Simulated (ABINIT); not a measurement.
# TaSi2 (P6_422) in ABINIT: equation of state

Aim: energy against volume of TaSi2 in PBE, for its equilibrium volume and stiffness.

All numbers are computed with ABINIT 10.8.3 (patched build); they aren't measurements. Logs are shortened: lines on timing, memory, paths and dates and some standing lists are left out, and cuts for length are marked. The log counts tension as positive stress, the text compression.

### Step 1. The structure

The structure is hexagonal, space group P6_422 (No. 181). Conventional cell: a = 4.784 Å, b = 4.784 Å, c = 6.570 Å, α = 90.00°, β = 90.00°, γ = 120.00°. Ta (site symmetry 222) is surrounded by 10 Si at 2.61 to 2.83 Å. Si (site symmetry 2) is surrounded by 5 Si at 2.56 to 2.83 Å and 5 Ta at 2.61 to 2.83 Å.

### Step 2. Equation of state, PBE

run.abi

```
# Datasets: one volume each
ndtset 7
scalecart1 3*0.9795861087
scalecart2 3*0.9864848297
scalecart3 3*0.9932883884
scalecart4 3*1.0000000000
scalecart5 3*1.0066227096
scalecart6 3*1.0131594038
scalecart7 3*1.0196128224

# Pseudopotentials
pp_dirpath "./"
pseudos "Ta.GGA_PBE-JTH.xml, Si.GGA_PBE-JTH.xml"

# Structure
acell 3*1.0
rprim
     9.0402608076     0.0000000000     0.0000000000
    -4.5201304038     7.8290955163     0.0000000000
     0.0000000000     0.0000000000    12.4155006388
ntypat 2
znucl 73 14
natom 9
typat 1 1 1 2 2 2 2 2 2
xred
     0.0000000000     0.5000000000     0.3333333333
     0.5000000000     0.5000000000     0.6666666667
     0.5000000000     0.0000000000     0.0000000000
     0.3179400000     0.1589700000     0.3333333333
     0.1589700000     0.8410300000     0.6666666667
     0.8410300000     0.6820600000     0.0000000000
     0.6820600000     0.8410300000     0.3333333333
     0.8410300000     0.1589700000     0.6666666667
     0.1589700000     0.3179400000     0.0000000000

# Plane-wave basis
ecut 19.0
pawecutdg 38.0
pawxcdev 0

# k points
kptopt 1
ngkpt 7 7 4
nshiftk 1
shiftk 0.0 0.0 0.0

# Exchange and correlation
ixc 11

# Bands and occupations
nband 38
occopt 3
tsmear 0.00183747

# SCF cycle
nstep 100
tolvrs 1.0e-9

# Output
iomode 3
prtwf 0
prtden 0
prteig 0
prtebands 0
enunit 2
```

Potentials or basis: JTH PAW PBE v2.0.

Run with:

```
$ mpirun --bind-to none -np 4 abinit run.abi > log 2>&1
```

run.abo:

```text
.Version 10.8.3 of ABINIT
 DATASET    1 : space group P6_4 2 2 (#181); Bravais hP (primitive hexag.)
================================================================================
 Values of the parameters that define the memory need for DATASET  1.
     intxc =       0    ionmov =       0      iscf =      17    lmnmax =      18
     lnmax =       6     mgfft =      48  mpssoang =       3    mqgrid =    3375
     natom =       9  nloc_mem =       2    nspden =       1   nspinor =       1
    nsppol =       1      nsym =      12    n1xccc =       1    ntypat =       2
    occopt =       3   xclevel =       2
       mpw =        3294          nfft =       62208          nkpt =          24
Pmy_natom=         3
 PAW method is used; the additional fine FFT grid is defined by:
   mgfftf=        72    nfftf =    180000
================================================================================
================================================================================
[... 77 lines left out ...]
================================================================================
 Values of the parameters that define the memory need for DATASET  7.
     intxc =       0    ionmov =       0      iscf =      17    lmnmax =      18
     lnmax =       6     mgfft =      50  mpssoang =       3    mqgrid =    3513
     natom =       9  nloc_mem =       2    nspden =       1   nspinor =       1
    nsppol =       1      nsym =      12    n1xccc =       1    ntypat =       2
    occopt =       3   xclevel =       2
       mpw =        3711          nfft =       80000          nkpt =          24
Pmy_natom=         3
 PAW method is used; the additional fine FFT grid is defined by:
   mgfftf=        72    nfftf =    209952
================================================================================
================================================================================

--------------------------------------------------------------------------------
------------- Echo of variables that govern the present computation ------------
--------------------------------------------------------------------------------
 -outvars: echo values of preprocessed input variables --------
            acell      1.0000000000E+00  1.0000000000E+00  1.0000000000E+00 Bohr
              amu      1.80947900E+02  2.80855000E+01
             ecut      1.90000000E+01 Hartree
           enunit           2
              ixc          11
           jdtset        1    2    3    4    5    6    7
         kptrlatt        7    0    0      0    7    0      0    0    4
          kptrlen1     4.86482078E+01
          kptrlen2     4.89908121E+01
          kptrlen3     4.93286905E+01
          kptrlen4     4.96620026E+01
          kptrlen5     4.99908996E+01
          kptrlen6     5.03155249E+01
          kptrlen7     5.06360146E+01
            natom           9
            nband          38
           ndtset           7
            ngfft1         36      36      48
            ngfft2         36      36      50
            ngfft3         36      36      50
            ngfft4         36      36      50
            ngfft5         36      36      50
            ngfft6         36      36      50
            ngfft7         40      40      50
          ngfftdg1         50      50      72
          ngfftdg2         50      50      72
          ngfftdg3         50      50      72
          ngfftdg4         54      54      72
          ngfftdg5         54      54      72
          ngfftdg6         54      54      72
          ngfftdg7         54      54      72
             nkpt          24
            nstep         100
             nsym          12
           ntypat           2
           occopt           3
        pawecutdg      3.80000000E+01 Hartree
         pawxcdev           0
           prtden           0
        prtebands           0
           prteig           0
            prtwf           0
            rprim1     8.8557139062E+00  0.0000000000E+00  0.0000000000E+00
                      -4.4278569531E+00  7.6692732115E+00  0.0000000000E+00
                       0.0000000000E+00  0.0000000000E+00  1.2162051958E+01
            rprim2     8.9180801432E+00  0.0000000000E+00  0.0000000000E+00
[... 15 lines left out ...]
                      -4.6087829186E+00  7.9826461762E+00  0.0000000000E+00
                       0.0000000000E+00  0.0000000000E+00  1.2659003648E+01
          spgroup         181
           tolvrs      1.00000000E-09
           tsmear      1.83747000E-03 Hartree
            typat      1  1  1  2  2  2  2  2  2
           useylm           1
           xangst1    -1.1715604956E+00  2.0292023025E+00  2.1452935766E+00
                       1.1715604956E+00  2.0292023025E+00  4.2905871532E+00
                       2.3431209911E+00  0.0000000000E+00 -5.9543858083E-17
                       1.1174578319E+00  6.4516458005E-01  2.1452935766E+00
                      -1.2256631592E+00  3.4132400249E+00  4.2905871532E+00
                       2.3431209911E+00  2.7680754448E+00 -5.9543858083E-17
                       1.2256631592E+00  3.4132400249E+00  2.1452935766E+00
                       3.5687841504E+00  6.4516458005E-01  4.2905871532E+00
                      -1.7041948927E-16  1.2903291601E+00 -5.9543858083E-17
           xangst2    -1.1798111934E+00  2.0434929303E+00  2.1604017756E+00
                       1.1798111934E+00  2.0434929303E+00  4.3208035512E+00
                       2.3596223868E+00  0.0000000000E+00  0.0000000000E+00
                       1.1253275125E+00  6.4970814227E-01  2.1604017756E+00
                      -1.2342948743E+00  3.4372777184E+00  4.3208035512E+00
                       2.3596223868E+00  2.7875695761E+00  0.0000000000E+00
                       1.2342948743E+00  3.4372777184E+00  2.1604017756E+00
                       3.5939172611E+00  6.4970814227E-01  4.3208035512E+00
[... 94 lines left out ...]
                       2.1840630570E+00  1.2609693939E+00  4.1929604084E+00
                      -2.3955495680E+00  6.6711523517E+00  8.3859208167E+00
                       4.5796126250E+00  5.4101829578E+00 -1.1637802967E-16
                       2.3955495680E+00  6.6711523517E+00  4.1929604084E+00
                       6.9751621930E+00  1.2609693939E+00  8.3859208167E+00
                       9.2104829202E-17  2.5219387878E+00 -1.1637802967E-16
            xcart7    -2.3043914593E+00  3.9913230881E+00  4.2196678826E+00
                       2.3043914593E+00  3.9913230881E+00  8.4393357652E+00
                       4.6087829186E+00  0.0000000000E+00  2.3423862198E-16
                       2.1979746617E+00  1.2690012626E+00  4.2196678826E+00
                      -2.4108082569E+00  6.7136449136E+00  8.4393357652E+00
                       4.6087829186E+00  5.4446436509E+00  2.3423862198E-16
                       2.4108082569E+00  6.7136449136E+00  4.2196678826E+00
                       7.0195911755E+00  1.2690012626E+00  8.4393357652E+00
                       2.6411581277E-17  2.5380025253E+00  2.3423862198E-16
             xred     -7.3643243306E-18  5.0000000000E-01  3.3333333333E-01
                       5.0000000000E-01  5.0000000000E-01  6.6666666667E-01
                       5.0000000000E-01  0.0000000000E+00 -9.2518585385E-18
                       3.1794000000E-01  1.5897000000E-01  3.3333333333E-01
                       1.5897000000E-01  8.4103000000E-01  6.6666666667E-01
                       8.4103000000E-01  6.8206000000E-01 -9.2518585385E-18
                       6.8206000000E-01  8.4103000000E-01  3.3333333333E-01
                       8.4103000000E-01  1.5897000000E-01  6.6666666667E-01
                       1.5897000000E-01  3.1794000000E-01 -9.2518585385E-18
            znucl       73.00000   14.00000

================================================================================

 chkinp: Checking input parameters for consistency, jdtset=   1.

 chkinp: Checking input parameters for consistency, jdtset=   2.
[... 52 lines left out ...]
- pspini: atom type   2  psp file is ./Si.GGA_PBE-JTH.xml
 Pseudopotential format is: paw10
 basis_size (lnmax)=  4 (lmn_size=  8), orbitals=   0   0   1   1
 Spheres core radius: rc_sph= 1.90944987
 Shapefunction is BESSEL type: shapef(r,l)=aa(1,l)*jl(q(1,l)*r)+aa(2,l)*jl(q(2,l)*r)
 Radius for shape functions =  1.60149249
 Compensation charge density is not taken into account in XC energy/potential

   1.63246279E+04                                ecore*ucvol(ha*bohr**3)
--------------------------------------------------------------------------------

[... 2037 lines left out ...]
-Cartesian components of stress tensor (GPa)         [Pressure= -7.7065E+00 GPa]
- sigma(1 1)=  7.35058973E+00  sigma(3 2)=  0.00000000E+00
- sigma(2 2)=  7.35058972E+00  sigma(3 1)=  0.00000000E+00
- sigma(3 3)=  8.41828807E+00  sigma(2 1)=  0.00000000E+00

== END DATASET(S) ==============================================================
================================================================================

 -outvars: echo values of variables after computation  --------
            acell      1.0000000000E+00  1.0000000000E+00  1.0000000000E+00 Bohr
           etotal1    -2.0097264840E+02
           etotal2    -2.0098083831E+02
           etotal3    -2.0098614272E+02
           etotal4    -2.0098884290E+02
           etotal5    -2.0098919703E+02
           etotal6    -2.0098742842E+02
           etotal7    -2.0098376370E+02
            fcart1    -1.2046690806E-20 -2.7429314651E-31  4.9968136118E-31
                      -1.2046690805E-20  5.4858629301E-31 -5.0352506396E-30
                      -1.2046690805E-20  1.6457588790E-30  4.9968136118E-31
                       5.3169383724E-04  3.0697358006E-04  4.9968136118E-31
                       5.3169383724E-04 -3.0697358006E-04 -7.4567833899E-30
                      -1.2046690805E-20 -6.1394716011E-04  4.9968136118E-31
                      -5.3169383724E-04 -3.0697358006E-04  4.9968136118E-31
                      -5.3169383724E-04  3.0697358006E-04  9.4939458624E-30
                      -1.2046690805E-20  6.1394716011E-04  4.9968136118E-31
            fcart2     1.8870690075E-30 -1.2046690806E-20 -5.1527108590E-30
[... 136 lines left out ...]
                       1.1557563962E+00  6.6727626644E-01  2.2188190928E+00
                      -1.2676702381E+00  3.5302217926E+00  4.4376381856E+00
                       2.4234266343E+00  2.8629455261E+00 -6.1584601108E-17
                       1.2676702381E+00  3.5302217926E+00  2.2188190928E+00
                       3.6910968724E+00  6.6727626644E-01  4.4376381856E+00
                       4.8739776595E-17  1.3345525329E+00 -6.1584601108E-17
           xangst7    -1.2194314444E+00  2.1121172181E+00  2.2329520795E+00
                       1.2194314444E+00  2.1121172181E+00  4.4659041591E+00
                       2.4388628889E+00  0.0000000000E+00  1.2395374058E-16
                       1.1631181003E+00  6.7152654834E-01  2.2329520795E+00
                      -1.2757447885E+00  3.5527078880E+00  4.4659041591E+00
                       2.4388628889E+00  2.8811813396E+00  1.2395374058E-16
                       1.2757447885E+00  3.5527078880E+00  2.2329520795E+00
                       3.7146076774E+00  6.7152654834E-01  4.4659041591E+00
                       1.3976406906E-17  1.3430530967E+00  1.2395374058E-16
             xred     -7.3643243306E-18  5.0000000000E-01  3.3333333333E-01
                       5.0000000000E-01  5.0000000000E-01  6.6666666667E-01
                       5.0000000000E-01  0.0000000000E+00 -9.2518585385E-18
                       3.1794000000E-01  1.5897000000E-01  3.3333333333E-01
                       1.5897000000E-01  8.4103000000E-01  6.6666666667E-01
                       8.4103000000E-01  6.8206000000E-01 -9.2518585385E-18
                       6.8206000000E-01  8.4103000000E-01  3.3333333333E-01
                       8.4103000000E-01  1.5897000000E-01  6.6666666667E-01
                       1.5897000000E-01  3.1794000000E-01 -9.2518585385E-18
 Calculation completed.
```

Run time: 13 min. Hardware: 4 MPI ranks of Arm Neoverse V2, shared host; peak memory 0.84 GiB.

What came out:

```
Equilibrium volume                        : 14.66 Å³/atom
Bulk modulus at fixed shape and positions : 186 GPa
Pressure derivative of the bulk modulus   : 4.2
```

Energy against volume, from the lowest point:
```csv
volume (Å³/atom),energy (meV/atom)
13.600,50.03
13.890,25.27
14.179,9.23
14.468,1.07
14.758,0.00
15.047,5.35
15.336,16.43
```

Caveat: pressures at fixed basis lie under the slope of the energies; the cell was scaled at fixed shape and fractional positions, which overstates the stiffness of a crystal with free parameters, most of all of layers and chains.
